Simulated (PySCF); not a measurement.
From orbital energies to excitation energies

Compound: C3H5N2 (charge +1).
SMILES: `C1=C[NH+]=CN1`

The calculation used TDDFT B3LYP/def2-SVPD, vertical, gas phase, core orbitals frozen in the response (PySCF 2.14.0, density-fitted response routines). Geometry: PBE0-D3(BJ)/def2-SVP; no solvent, vibrations or thermal averaging.

Orbital energies (eV): HOMO-3 -17.87, HOMO-2 -17.62, HOMO-1 -14.92, HOMO -12.70, LUMO -6.02, LUMO+1 -4.88, LUMO+2 -4.32.

Task: Among the lowest singlets, which states do these configurations lead, and at what energies: HOMO→LUMO, HOMO-1→LUMO+1, HOMO-1→LUMO, HOMO→LUMO+1, HOMO→LUMO+2?

Result: 

```
state  leading configuration  weight  Δε (eV)  E (eV)  E − Δε (eV)       f  other configurations
   S1              HOMO→LUMO    0.95     6.68    6.32        -0.36   0.146                     –
   S2            HOMO→LUMO+2    1.00     8.38    7.33        -1.04  0.0000                     –
   S3            HOMO→LUMO+1    0.77     7.82    7.51        -0.31   0.060           H-1→L (21%)
   S6            HOMO-1→LUMO    0.75     8.90    8.96        +0.05   0.374           H→L+1 (20%)
  S10          HOMO-1→LUMO+1    0.94    10.05    9.39        -0.66   0.215                     –
```

E − Δε runs from -1.04 to +0.05 eV. By orbital difference alone the order would be S1, S3, S2, S6, S10. Δε is the difference of the two orbital energies.

H and L stand for HOMO and LUMO. The other states: S4 8.18 eV, f 0.0000, H→L+3 (100%); S5 8.87 eV, f 0.036, H→L+4 (84%), H→L+5 (15%); S7 8.97 eV, f 0.0012, H→L+5 (80%), H→L+4 (15%); S8 9.14 eV, f 0.0040, H→L+6 (95%); S9 9.29 eV, f 0.0000, H→L+7 (99%).

Task: Pair triplets and singlets of the same leading configuration (75% or more in both) and give the splittings.

Result: 

```tsv
configuration	triplet	E(T) (eV)	singlet	E(S) (eV)	E(S) − E(T) (eV)
HOMO→LUMO	T1	4.54	S1	6.32	+1.78
HOMO→LUMO+1	T2	5.17	S3	7.51	+2.34
HOMO-1→LUMO	T3	6.47	S6	8.96	+2.49
HOMO→LUMO+2	T4	7.28	S2	7.33	+0.06
```

The 4 triplets are Tamm–Dancoff values, the singlets full response.

Summed over the main configurations (up to three a state, each over 8%) of all 10 singlets, the electron leaves HOMO with weight 7.80 and HOMO-1 with weight 1.90.

The vertical ionisation energy (ΔSCF) is 15.26 eV, 5.87 eV above S10.
